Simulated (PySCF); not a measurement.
Isomers of C4H6O2 and their computed core-level spectra.

Computed with PySCF, delta-SCF UKS SCAN, pcX-2 on the ionised atom, pcseg-1 elsewhere, spin-free X2C. Geometries: PBE0-D3(BJ)/def2-SVP; isolated species, one conformer each.

Line lists (1s up to Mg, 2p3/2 beyond; areas count atoms within a level, one atom standing for each set equivalent by bonding):
1. C 1s: 290.89 (area 1), 291.10 (area 1), 292.58 (area 1), 294.43 (area 1) eV; O 1s: 537.45 (area 1), 539.42 (area 1) eV
2. C 1s: 291.51 (area 1), 291.54 (area 1), 292.83 (area 1), 294.58 (area 1) eV; O 1s: 537.65 (area 1), 539.34 (area 1) eV
3. C 1s: 290.59 (area 1), 290.99 (area 1), 291.25 (area 1), 294.66 (area 1) eV; O 1s: 537.65 (area 1), 539.99 (area 1) eV

Structures:
A. `C=C(C)C(=O)O`
B. `O=C1CCCO1`
C. `C=CC(=O)OC`

Task: Which list belongs to which compound?

Result: 
- 1 = C: another candidate has the same counts of sites, so positions decide. C 1s: 290.89 terminal =CH2 carbon, 291.10 alkene CH carbon, 292.58 methoxy carbon, 294.43 ester carbonyl carbon; O 1s: 537.45 ester carbonyl oxygen, 539.42 ester single-bonded oxygen.
- 2 = B: another candidate has the same counts of sites, so positions decide. C 1s: 291.51 sp3 carbon next to a carbonyl, 291.54 ring CH2 carbon, 292.83 sp3 carbon bound to oxygen, 294.58 ester carbonyl carbon; O 1s: 537.65 ester carbonyl oxygen, 539.34 ester single-bonded oxygen.
- 3 = A: another candidate has the same counts of sites, so positions decide. C 1s: 290.59 terminal =CH2 carbon, 290.99 allylic carbon, 291.25 fully substituted alkene carbon, 294.66 carboxylic acid carbon; O 1s: 537.65 acid carbonyl oxygen, 539.99 acid hydroxyl oxygen.
